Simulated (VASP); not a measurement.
Input of a VASP 6.6.1 run:

Contents of INCAR:

```
SYSTEM = NaCl3
PREC = Accurate ; ENCUT = 600
EDIFF = 1E-7 ; ISMEAR = 1
SIGMA = 0.1 ; LREAL = .FALSE.
LASPH = .TRUE. ; NELM = 80
ALGO = Normal ; ISIF = 3
LWAVE = .FALSE. ; LCHARG = .FALSE.
IBRION = 2 ; NSW = 90
EDIFFG = -0.005 ; PSTRESS = 600.0
KPAR = 2
```

The input KPOINTS:

```
regular mesh
0
G
  8 8 8
  0 0 0
```

The input POSCAR:

```
NaCl3                                   
1.0
    4.5350071391     -0.0000000000     -0.0000000000
    0.0000000000      4.5350071391     -0.0000000000
   -0.0000000000     -0.0000000000      4.5350071391
  Na              Cl            
     2     6
Direct
     0.5000000000000000    0.5000000000000000    0.5000000000000000
     0.0000000000000000    0.0000000000000000    0.0000000000000000
     0.5000000000000000    0.0000000000000000    0.7500000000000000
     0.0000000000000000    0.2500000000000000    0.5000000000000000
     0.7500000000000000    0.5000000000000000    0.0000000000000000
     0.5000000000000000    0.0000000000000000    0.2500000000000000
     0.0000000000000000    0.7500000000000000    0.5000000000000000
     0.2500000000000000    0.5000000000000000    0.0000000000000000
```

Potentials or basis: VASP PAW LDA potentials, release 64 (Na_pv, Cl).

Run with:

```sh
$ cat potpaw_LDA.64/Na_pv/POTCAR potpaw_LDA.64/Cl/POTCAR > POTCAR
$ mpirun -np 2 vasp_std > vasp.out
```

Task: Estimate the band gap on the k mesh.

Result: None (metal or under the smearing width).

Final structure:
```
CELL_PARAMETERS angstrom
4.53501 0.00000 0.00000
0.00000 4.53501 0.00000
0.00000 0.00000 4.53501
ATOMIC_POSITIONS crystal
Na 0.50000 0.50000 0.50000
Na 0.00000 0.00000 0.00000
Cl 0.50000 0.00000 0.75000
Cl 0.00000 0.25000 0.50000
Cl 0.75000 0.50000 0.00000
Cl 0.50000 0.00000 0.25000
Cl 0.00000 0.75000 0.50000
Cl 0.25000 0.50000 0.00000
```

Caveat: the relaxation stopped at its first step, so nothing moved.
